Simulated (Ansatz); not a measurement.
Cu: a bulk modulus from differences

The cell was found from a structure generator's guess, not taken from experiment.

These are results of DFT PBE, scalar-relativistic, plane waves, PAW in Ansatz 0.2.0, not measurements. The final run on the 2-atom cell used 420 eV, a Γ-centred 24×24×14 mesh, 0.10 eV smearing and no spin polarisation.

```cif
data_structure
_symmetry_space_group_name_H-M 'P6_3/mmc'
_symmetry_Int_Tables_number 194
_cell_length_a 2.5650
_cell_length_b 2.5650
_cell_length_c 4.2013
_cell_angle_alpha 90.000
_cell_angle_beta 90.000
_cell_angle_gamma 120.000
_cell_volume 23.94
loop_
_atom_site_label
_atom_site_type_symbol
_atom_site_symmetry_multiplicity
_atom_site_Wyckoff_symbol
_atom_site_fract_x
_atom_site_fract_y
_atom_site_fract_z
_atom_site_occupancy
Cu1 Cu 2 c 0.66667 0.33333 0.75000 1
```

The cell was set to several volumes, with shape and atoms relaxed at each where symmetry leaves them free. Pressure is positive in compression, and energies count from the lowest row. No row has a gap on its mesh.

```tsv
row	V (Å³/atom)	P (GPa)	ΔE (meV/atom)
1	10.532	24.66	97.3
2	10.892	?	?
3	11.251	10.12	21.3
4	11.610	4.61	5.0
5	11.969	0.00	0.0
6	12.328	-3.83	4.4
7	12.687	-7.02	16.7
8	13.166	-10.45	43.1
```

Question: Find B = −V·ΔP/ΔV from rows 4 and 6 and from rows 1 and 3, and from the two its slope B′ and its value B0 at zero pressure.

Answer: Rows 4 and 6 give −(11.610 + 12.328)/2 × (-3.83 − (4.61))/(12.328 − 11.610) = 140.7 GPa at a mean pressure of 0.39 GPa. Rows 1 and 3 give −(10.532 + 11.251)/2 × (10.12 − (24.66))/(11.251 − 10.532) = 220.3 GPa at a mean pressure of 17.39 GPa. So B′ = (220.3 − 140.7)/(17.39 − (0.39)) = 4.68 and B0 = 140.7 − 4.68 × (0.39) = 138.9 GPa. A third-order Birch–Murnaghan fit to all the energies gives B0 = 139.7 GPa and B′ = 5.1.

Question: Estimate the pressure and energy of row 2.

Answer: From row 5, V0 = 11.969 × (1 + (0.00)/138.9) = 11.969 Å³/atom. Murnaghan's form P = (B0/B′)·[(V0/V)^B′ − 1] gives (138.9/4.68) × [(11.969/10.892)^4.68 − 1] = 16.46 GPa; the computed pressure is 16.73 GPa, so the estimate is off by -0.27 GPa. The work of compression from row 3, with the mean of the two pressures, gives ΔE = 21.3 + (16.46 + 10.12)/2 × (11.251 − 10.892)/160.2 × 1000 = 51.1 meV/atom (1 eV/Å³ = 160.2 GPa); the computed value is 51.2 meV/atom.

All volumes keep the k mesh of the relaxed cell. A structure relaxed within its symmetry needn't be a true minimum.

Copper stiffens markedly on compression: the finite-difference modulus rises from 140.7 to 220.3 GPa, and the energy climbs more steeply on the compressed side of the minimum than on the expanded side. The usual reason is that short-range repulsion between the nearly filled 3d shells, together with the kinetic energy of the squeezed sp electrons, grows faster than the cohesive attraction.

The difference-based slope of 4.68 lies below the fitted 5.1, probably because it averages over a wide pressure range in which B′ itself falls. This would also help explain the low pressure estimate for row 2. The near-perfect energy there owes something to cancellation, since the trapezoidal rule overestimates the work along a convex pressure curve.

The cell is hexagonal close-packed, whereas copper is ordinarily face-centred cubic. The two stackings share the same nearest-neighbour coordination, so similar elastic stiffness is expected, but these volumes test only the compression of the hexagonal form and not its stability against the cubic one.
